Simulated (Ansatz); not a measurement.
Runs of Ansatz 0.2.0 on Al2Ru. Symmetry: I4/mmm, No. 139, tetragonal system. The conventional cell has a = 3.121 Å, b = 3.121 Å, c = 8.444 Å, α = 90.00°, β = 90.00°, γ = 90.00°. Around Ru (site symmetry 4/mmm) lie 10 Al at 2.58 to 2.88 Å. Around Al (site symmetry 4mm) lie 5 Ru at 2.58 to 2.88 Å and 5 Al at 2.69 Å. The cell comes from a database or a generator and needn't be the stable form of this composition.

```tsv
task	level	potentials or basis	spin	k mesh	cutoff (eV)	basis error allowed	pressure (GPa)	V0 of scaled cells (Å³/atom)	B0 (GPa)	largest force (eV/Å)
single point	PBEsol	all-electron LAPW, scalar-relativistic	off	12 × 12 × 12	242	0.001 eV/atom	-0.5	-	-	0.05
band structure	PBEsol	all-electron LAPW, relativistic spinors	SOC, no magnetisation	9 × 9 × 9	223	0.002 eV/atom	-0.5	-	-	0.05
equation of state	PBEsol	all-electron LAPW, scalar-relativistic	off	12 × 12 × 12	-	0.001 eV/atom	-	13.67	(a)	-
equation of state	LDA	all-electron LAPW, scalar-relativistic	off	12 × 12 × 12	-	0.002 eV/atom	-	13.36	(b)	-
band structure	PBEsol	all-electron LAPW, scalar-relativistic	off	12 × 12 × 12	223	0.002 eV/atom	-0.5	-	-	0.05
band structure	LDA	all-electron LAPW, scalar-relativistic	off	12 × 12 × 12	223	0.002 eV/atom	-4.6	-	-	0.13
band structure	PBEsol	all-electron LAPW, scalar-relativistic	off	9 × 9 × 9	223	0.002 eV/atom	-0.5	-	-	0.06
```

Alike in all rows: cell as given; smearing fermi-dirac 0.05 eV.

Problem. Fill in the values left out.

Solution. (a) 182; (b) 192.

Caveats: the k mesh is thin for a metal, which can move the energy by tens of meV per atom (some runs); the cell was scaled at fixed shape and fractional positions, which overstates the stiffness of a crystal with free parameters, most of all of layers and chains (some runs).

Not every run made on this cell is shown here.
